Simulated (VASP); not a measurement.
Nb:

```
CELL_PARAMETERS angstrom
4.23000 0.00000 0.00000
0.00000 4.23000 0.00000
0.00000 0.00000 4.23000
ATOMIC_POSITIONS crystal
Nb 0.00000 0.00000 0.00000
Nb 0.00000 0.50000 0.50000
Nb 0.50000 0.00000 0.50000
Nb 0.50000 0.50000 0.00000
```

This isn't the form of Nb at room conditions, which is bcc.

| Property | Result |
| --- | --- |
| Program | VASP 6.6.1 |
| Task | relaxation of cell and atoms |
| Functional | LDA |
| Potentials or basis | VASP PAW LDA potentials, release 64 (Nb_sv) |
| Cutoff | 600 eV |
| k mesh | 6 × 6 × 6 |
| Occupations | gaussian, width 0.05 eV |
| Spin | no spin polarisation |

At the start: pressure -10.5 GPa; volume 18.92 Å³/atom.

Q: Where does the relaxation end?

A: Over 4 steps the energy falls by 39.0 meV/atom and the volume is 17.79 Å³/atom (-6.0 %); space group Fm-3m (No. 225, to 0.05 Å).

Step by step:
| step | energy change (eV) | largest force (eV/Å) | pressure (GPa) | volume (Å³) |
| --- | --- | --- | --- | --- |
| 1 | 0.0000 | 0.0000 | -10.45 | 75.69 |
| 2 | 0.4702 | 0.0000 | 26.65 | 62.96 |
| 3 | -0.1559 | 0.0000 | -0.39 | 71.29 |
| 4 | -0.1560 | 0.0000 | -0.04 | 71.15 |

Final structure:
```
Nb
1.0
     4.14364    0.00000    0.00000
     0.00000    4.14364    0.00000
     0.00000    0.00000    4.14364
Nb
4
Direct
  0.00000 0.00000 0.00000
  0.00000 0.50000 0.50000
  0.50000 0.00000 0.50000
  0.50000 0.50000 0.00000
```
